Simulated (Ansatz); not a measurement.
## Property card for Co

The calculation used DFT PBE, scalar-relativistic, plane waves, PAW (Ansatz).

Cutoff 420 eV; k points 18×18×10 on the computed 2-atom cell (Γ-centred); Gaussian smearing, width 0.10 eV; collinear spin from starting moments 1.84 1.84 μB.

The structure is relaxed at this level of theory with its symmetry kept.

```
CELL_PARAMETERS angstrom
2.49227 0.00000 0.00000
-1.24614 2.15837 0.00000
0.00000 0.00000 4.03368
ATOMIC_POSITIONS crystal
Co 0.33333 0.66667 0.25000
Co 0.66667 0.33333 0.75000
```

- Space group: P6_3/mmc (No. 194)
- Volume per atom: 73.2 bohr³
- Formation energy from the elements' standard states (uncorrected): -0.001 eV/atom
- Kohn–Sham band gap: none (metal)
- Density of states at the Fermi level: 1.74 states/eV per cell
- Löwdin character within 0.5 eV of the Fermi level: Co 3d 90 %
- Bulk modulus: 217 GPa
- Its pressure derivative: 4.9
- Bader charges (e): Co (2 in the cell) 0.00
- Total moment: 3.20 μB per cell
- Site moments (μB; atoms counted from 1 over the whole cell): Co (atom 1) 1.68, Co (atom 2) 1.68

Only this magnetic start was tried.